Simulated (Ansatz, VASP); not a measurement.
# Cross-check of ZrV2 between VASP and Ansatz, part 2 of 2

Aim: how closely do two programs agree when they are given the same cell, functional and k mesh? The two relaxations start from unlike cells of this crystal (the structure described is Ansatz's start), so only their ends are compared.

VASP 6.6.1 and Ansatz 0.2.0.

So far: Starting point; Ansatz: relaxation of cell and atoms, r2SCAN.

## (3) VASP: relaxation of cell and atoms, r2SCAN

Level of this step: r2SCAN, no spin polarisation; plane waves and PAW (Zr_sv, V_sv) (VASP).

Its own start cell and the same functional, mesh and smearing now go to VASP, with its own data sets.

Lines of VASP's logs that name or quote its potential files are left out, and so is its time.

The input, INCAR:

```
SYSTEM = ZrV2
PREC = Accurate
ENCUT = 550
EDIFF = 1E-07
NELM = 120
ISMEAR = 0
SIGMA = 0.1
LREAL = .FALSE.
ALGO = Normal
METAGGA = R2SCAN
LASPH = .TRUE.
NBANDS = 47
LORBIT = 11
LWAVE = .FALSE.
LCHARG = .FALSE.
ISIF = 3
IBRION = 2
NSW = 80
EDIFFG = -0.005
GGA_COMPAT = .FALSE.
NELMIN = 4
LMIXTAU = .TRUE.
KPAR = 2
```

The input, POSCAR:

```
ZrV2
1.0
    0.0000000000      3.6681780268      3.6681780268
    3.6681780268      0.0000000000      3.6681780268
    3.6681780268      3.6681780268      0.0000000000
Zr V
2 4
Direct
    0.0000000000      0.0000000000      0.0000000000
    0.2500000000      0.2500000000      0.2500000000
    0.6250000000      0.6250000000      0.6250000000
    0.1250000000      0.6250000000      0.6250000000
    0.6250000000      0.6250000000      0.1250000000
    0.6250000000      0.1250000000      0.6250000000
```

The input, KPOINTS:

```
Automatic mesh
0
Gamma
8 8 8
0 0 0
```

PAW data sets: Zr_sv and V_sv (PBE family, release 64).

Started as:

```bash
> mpirun -np 2 vasp_std
```

Numbers of over 12 decimals in the logs are rounded to 6 here.

What it wrote:

```text
[banner, memory and clock lines left out]
running    2 mpi-ranks, on    1 nodes
 distrk:  each k-point on    1 cores,    2 groups
 distr:  one band on    1 cores,    1 groups

 POSCAR found type information on POSCAR ZrV
 POSCAR found :  2 types and       6 ions
|                                                                             |
|               ----> ADVICE to this user running VASP <----                  |
|                                                                             |
|     You enforced a specific xc type in the INCAR file but a different       |
|     [... a line on the potential file left out ...]
|     I HOPE YOU KNOW WHAT YOU ARE DOING!                                     |
|                                                                             |

 LDA part: xc-table for (None), standard interpolation
 POSCAR, INCAR and KPOINTS ok, starting setup
 FFT: planning ... GRIDC
 FFT: planning ... GRID_SOFT
 FFT: planning ... GRID
 WAVECAR not read
 entering main loop
       N       E                     dE             d eps       ncg     rms          rms(c)
DAV:   1     0.118246845322E+04    0.11825E+04   -0.46349E+04  2726   0.192E+03
DAV:   2    -0.458523251059E+02   -0.12283E+04   -0.12076E+04  2878   0.627E+02
DAV:   3    -0.128121388194E+03   -0.82269E+02   -0.79307E+02  4380   0.161E+02
DAV:   4    -0.133617424707E+03   -0.54960E+01   -0.54309E+01  4052   0.295E+01
DAV:   5    -0.133881732401E+03   -0.26431E+00   -0.26418E+00  3980   0.568E+00    0.480E+01
DAV:   6    -0.112003368761E+03    0.21878E+02   -0.16105E+02  3486   0.697E+01    0.190E+01
DAV:   7    -0.101814277218E+03    0.10189E+02   -0.54393E+01  3483   0.342E+01    0.880E+00
DAV:   8    -0.997190230875E+02    0.20953E+01   -0.81171E+00  3730   0.107E+01    0.249E+00
DAV:   9    -0.101348513350E+03   -0.16295E+01   -0.22648E+00  3413   0.688E+00    0.239E+00
DAV:  10    -0.101326526843E+03    0.21987E-01   -0.14684E+00  3448   0.555E+00    0.182E+00
DAV:  11    -0.101561209516E+03   -0.23468E+00   -0.39647E-01  3428   0.301E+00    0.636E-01
DAV:  12    -0.101568984203E+03   -0.77747E-02   -0.21638E-02  3447   0.986E-01    0.237E-01
DAV:  13    -0.101571300360E+03   -0.23162E-02   -0.14033E-02  3192   0.582E-01    0.634E-02
DAV:  14    -0.101570155979E+03    0.11444E-02   -0.50427E-03  3564   0.404E-01    0.129E-01
DAV:  15    -0.101571813685E+03   -0.16577E-02   -0.24155E-03  3549   0.249E-01    0.199E-02
DAV:  16    -0.101571802360E+03    0.11325E-04   -0.11538E-04  3316   0.590E-02    0.114E-02
DAV:  17    -0.101571808693E+03   -0.63335E-05   -0.43970E-05  3436   0.333E-02    0.862E-03
DAV:  18    -0.101571801493E+03    0.72005E-05   -0.11247E-05  3500   0.172E-02    0.389E-03
DAV:  19    -0.101571802342E+03   -0.84937E-06   -0.12514E-06  2822   0.586E-03    0.252E-03
DAV:  20    -0.101571802215E+03    0.12685E-06   -0.69667E-07  2780   0.382E-03    0.655E-04
DAV:  21    -0.101571802466E+03   -0.25065E-06   -0.80960E-08  1951   0.177E-03    0.287E-04
DAV:  22    -0.101571802409E+03    0.56809E-07   -0.17984E-08  1930   0.823E-04
   1 F= -.10157180E+03 E0= -.10154144E+03  d E =-.101572E+03
 curvature:   0.00 expect dE= 0.000E+00 dE for cont linesearch  0.000E+00
 trial: gam= 0.00000 g(F)=  0.128E-46 g(S)=  0.313E-04 ort = 0.000E+00 (trialstep = 0.100E+01)
 search vector abs. value=  0.313E-04
 bond charge predicted
       N       E                     dE             d eps       ncg     rms          rms(c)
DAV:   1    -0.101572746770E+03   -0.94430E-03   -0.21076E-02  2959   0.121E+00    0.336E-01
DAV:   2    -0.101573153401E+03   -0.40663E-03   -0.17698E-02  3533   0.653E-01    0.274E-01
DAV:   3    -0.101571832156E+03    0.13212E-02   -0.86352E-03  3504   0.333E-01    0.644E-02
DAV:   4    -0.101571807846E+03    0.24309E-04   -0.45316E-04  3763   0.989E-02    0.337E-02
DAV:   5    -0.101571806017E+03    0.18299E-05   -0.14340E-05  3613   0.191E-02    0.211E-02
DAV:   6    -0.101571794443E+03    0.11573E-04   -0.34161E-05  4257   0.283E-02    0.823E-03
DAV:   7    -0.101571804746E+03   -0.10303E-04   -0.14236E-05  3724   0.162E-02    0.397E-03
DAV:   8    -0.101571805218E+03   -0.47199E-06   -0.20670E-06  3340   0.741E-03    0.207E-03
DAV:   9    -0.101571805242E+03   -0.24109E-07   -0.12396E-06  3222   0.456E-03    0.587E-04
DAV:  10    -0.101571805261E+03   -0.18454E-07   -0.94230E-08  1932   0.172E-03
   2 F= -.10157181E+03 E0= -.10154136E+03  d E =-.285150E-05
 trial-energy change:   -0.000003  1 .order    0.000001   -0.000031    0.000034
 step:   0.5736(harm=  0.4801)  dis= 0.00000  next Energy=  -101.571812 (dE=-0.975E-05)
 bond charge predicted
       N       E                     dE             d eps       ncg     rms          rms(c)
DAV:   1    -0.101571984954E+03   -0.17971E-03   -0.38336E-03  2908   0.518E-01    0.143E-01
DAV:   2    -0.101572050418E+03   -0.65464E-04   -0.32126E-03  3533   0.278E-01    0.117E-01
DAV:   3    -0.101571813991E+03    0.23643E-03   -0.15627E-03  3490   0.142E-01    0.275E-02
DAV:   4    -0.101571808821E+03    0.51700E-05   -0.82382E-05  3735   0.422E-02    0.144E-02
DAV:   5    -0.101571809844E+03   -0.10230E-05   -0.25805E-06  3301   0.806E-03    0.900E-03
DAV:   6    -0.101571811043E+03   -0.11983E-05   -0.59506E-06  4265   0.120E-02    0.339E-03
DAV:   7    -0.101571812382E+03   -0.13390E-05   -0.25541E-06  3463   0.699E-03    0.170E-03
DAV:   8    -0.101571812215E+03    0.16660E-06   -0.33775E-07  2904   0.328E-03    0.867E-04
DAV:   9    -0.101571812254E+03   -0.39267E-07   -0.20569E-07  2075   0.201E-03
   3 F= -.10157181E+03 E0= -.10154140E+03  d E =-.984516E-05
 curvature:  -0.23 expect dE=-0.306E-06 dE for cont linesearch -0.306E-06
 trial: gam= 0.00000 g(F)=  0.159E-46 g(S)=  0.132E-05 ort =-0.642E-05 (trialstep = 0.915E+00)
 search vector abs. value=  0.132E-05
 reached required accuracy - stopping structural energy minimisation
```

OUTCAR, selected parts (step 3):

```text
ion  position               nearest neighbor table
   1  0.000  0.000  0.000-   3 3.04   5 3.04   6 3.04   3 3.04   4 3.04   5 3.04   3 3.04   4 3.04
                             6 3.04   4 3.04   5 3.04   6 3.04   2 3.18   2 3.18   2 3.18   2 3.18
   2  0.250  0.250  0.250-   4 3.04   5 3.04   6 3.04   3 3.04   4 3.04   6 3.04   3 3.04   4 3.04
                             5 3.04   3 3.04   5 3.04   6 3.04   1 3.18   1 3.18   1 3.18   1 3.18
   3  0.625  0.625  0.625-   4 2.59   5 2.59   6 2.59   5 2.59   6 2.59   4 2.59   1 3.04   2 3.04
                             1 3.04   2 3.04   1 3.04   2 3.04
   4  0.125  0.625  0.625-   3 2.59   5 2.59   6 2.59   3 2.59   5 2.59   6 2.59   2 3.04   1 3.04
                             1 3.04   2 3.04   2 3.04   1 3.04
   5  0.625  0.625  0.125-   3 2.59   3 2.59   4 2.59   6 2.59   6 2.59   4 2.59   1 3.04   2 3.04
                             1 3.04   2 3.04   1 3.04   2 3.04
   6  0.625  0.125  0.625-   3 2.59   5 2.59   3 2.59   4 2.59   5 2.59   4 2.59   2 3.04   1 3.04
                             2 3.04   2 3.04   1 3.04   1 3.04

  LATTYP: Found a face centered cubic cell.
 ALAT       =     7.3363560536

 Subroutine GETGRP returns: Found 48 space group operations
 (whereof 24 operations were pure point group operations)

The static configuration has the point symmetry T_d .
 The point group associated with its full space group is O_h .

 Found     29 irreducible k-points:

   k-points           NKPTS =     29   k-points in BZ     NKDIM =     29   number of bands    NBANDS=     47

   dimension x,y,z NGX =    40 NGY =   40 NGZ =   40
   dimension x,y,z NGXF=    80 NGYF=   80 NGZF=   80

   ENCUT  =  550.0 eV  40.42 Ry    6.36 a.u.   9.92  9.92  9.92*2*pi/ulx,y,z

   NELECT =      76.0000    total number of electrons

 k-points in reciprocal lattice and weights: Automatic mesh
   0.00000000  0.00000000  0.00000000       0.002
   0.12500000  0.00000000  0.00000000       0.016
   0.25000000  0.00000000  0.00000000       0.016
   0.37500000  0.00000000  0.00000000       0.016
   0.50000000  0.00000000  0.00000000       0.008
   0.12500000  0.12500000  0.00000000       0.012
   0.25000000  0.12500000  0.00000000       0.047
   0.37500000  0.12500000  0.00000000       0.047
   0.50000000  0.12500000  0.00000000       0.047
[...]
-0.37500000  0.50000000  0.12500000       0.023
  -0.25000000  0.50000000  0.25000000       0.012

 average (electrostatic) potential at core
       1 -78.6627       2 -78.6627       3 -75.3271       4 -75.3271       5 -75.3271
       6 -75.3271

 E-fermi :   9.2115

 k-point     1 :       0.0000    0.0000    0.0000
  band No.  band energies     occupation
    ...
     32       7.9881      2.00000
     33       8.5442      2.00000
     34       8.5442      2.00000
     35       8.6557      2.00000
     36       8.6557      2.00000
     37       9.5564      0.00000
     38       9.5564      0.00000
     39       9.5564      0.00000
     40      10.9336      0.00000
     41      10.9336      0.00000
    ...

 k-point     2 :       0.1250    0.0000    0.0000
  band No.  band energies     occupation
    ...
     32       8.0089      2.00000
     33       8.5831      2.00000
     34       8.5831      2.00000
     35       8.7771      2.00000
     36       8.7771      2.00000
     37       9.4083      0.00537
     38       9.4746      0.00020
     39       9.4746      0.00020
     40      10.9159      0.00000
     41      10.9437      0.00000
    ...

 k-point     3 :       0.2500    0.0000    0.0000
  band No.  band energies     occupation
    ...
     33       8.6739      2.00000
     34       8.6739      2.00000
     35       8.9035      1.99999
     36       8.9035      1.99999
     37       9.0666      1.95958
     38       9.3891      0.01201
     39       9.3891      0.01201
     40      10.4864      0.00000
     41      10.9745      0.00000
     42      10.9745      0.00000
    ...

  Total       -0.0073934     -0.0073934     -0.0073934     -0.0000000      0.0000000     -0.0000000
  in kB       -0.1199375     -0.1199375     -0.1199375     -0.0000000      0.0000000     -0.0000000
  external PRESSURE =      -0.1199375 kB  Pullay stress =       0.0000000 kB

  energy-cutoff  :      550.00
  volume of cell :       98.76
      direct lattice vectors                 reciprocal lattice vectors
     0.000000000  3.668787110  3.668787110    -0.136284822  0.136284822  0.136284822
     3.668787110 -0.000000000  3.668787110     0.136284822 -0.136284822  0.136284822
     3.668787110  3.668787110 -0.000000000     0.136284822  0.136284822 -0.136284822

 POSITION                                       TOTAL-FORCE (eV/Angst)
 -----------------------------------------------------------------------------------
      0.00000      0.00000      0.00000         0.000000      0.000000      0.000000
      1.83439      1.83439      1.83439        -0.000000     -0.000000     -0.000000
      4.58598      4.58598      4.58598         0.000000      0.000000     -0.000000
      4.58598      2.75159      2.75159         0.000000      0.000000     -0.000000
      2.75159      2.75159      4.58598         0.000000      0.000000     -0.000000
      2.75159      4.58598      2.75159         0.000000      0.000000     -0.000000
 -----------------------------------------------------------------------------------
    total drift:                                0.000000      0.000000      0.000000

  FREE ENERGIE OF THE ION-ELECTRON SYSTEM (eV)
  ---------------------------------------------------
  free  energy   TOTEN  =      -101.5718122542 eV

  energy  without entropy=     -101.5109926122  energy(sigma->0) =     -101.54140243

 reached required accuracy - stopping structural energy minimisation

 total charge
# of ion       s       p       d       tot
------------------------------------------
    1        2.220   5.981   1.623   9.824
    2        2.220   5.981   1.623   9.824
    3        2.354   6.198   3.070  11.622
    4        2.354   6.198   3.070  11.622
    5        2.354   6.198   3.070  11.622
    6        2.354   6.198   3.070  11.622
--------------------------------------------------
tot         13.855  36.753  15.528  66.136

[... 3 further parts left out ...]
```

CONTCAR:

```
ZrV2
   1.00000000000000
     0.0000000000000000    3.6687871103844505    3.6687871103844505
     3.6687871103844505   -0.0000000000000000    3.6687871103844505
     3.6687871103844505    3.6687871103844505   -0.0000000000000000
  Zr              V
     2     4
Direct
     0.0000000000000000    0.0000000000000000    0.0000000000000000
     0.2500000000000000    0.2500000000000000    0.2500000000000000
     0.6250000000000000    0.6250000000000000    0.6250000000000000
     0.1250000000000000    0.6250000000000000    0.6250000000000000
     0.6250000000000000    0.6250000000000000    0.1250000000000000
     0.6250000000000000    0.1250000000000000    0.6250000000000000
```

This run has no spin polarisation, so a moment on V, if there is one, isn't seen.

## (4) Differences

Known differences besides the potentials themselves: VASP keeps PBE cores, Ansatz makes them for the functional; the cutoff is 500 eV in Ansatz and 550 eV in VASP; Ansatz adds a Pulay correction to the stress that steers its cell, VASP none. Total energies have different zeros and are not compared.

Compared:

```tsv
quantity	Ansatz	VASP	difference
volume (Å³)	98.56	98.76	-0.20 %
edge a after relaxation, in the typed setting (Å)	5.185	5.188	-0.07 %
```

## (5) What came out

* difference in volume (relaxation of cell and atoms, r2SCAN): -0.20 %

What this shows: The difference in volume is -0.20 % (relaxation of cell and atoms, r2SCAN), within the 1.2 % picked in this series as the mark of a large difference, as far as the stopping tolerances let one tell. How closely two codes agree says nothing of how well the functional describes the real material.

[Lines on the potential files, build, host, timing and source positions are cut from VASP's logs without a mark.]

[Logs are printed without paths, hosts, clocks, repeated set-up lines and the standing remarks that a program may print on its own settings, such as how far it seeks lower states.]

[Hosts, paths, dates, database ids (printed as entryN), source tags and the programs' standing remarks are cut or masked in the printed files.]
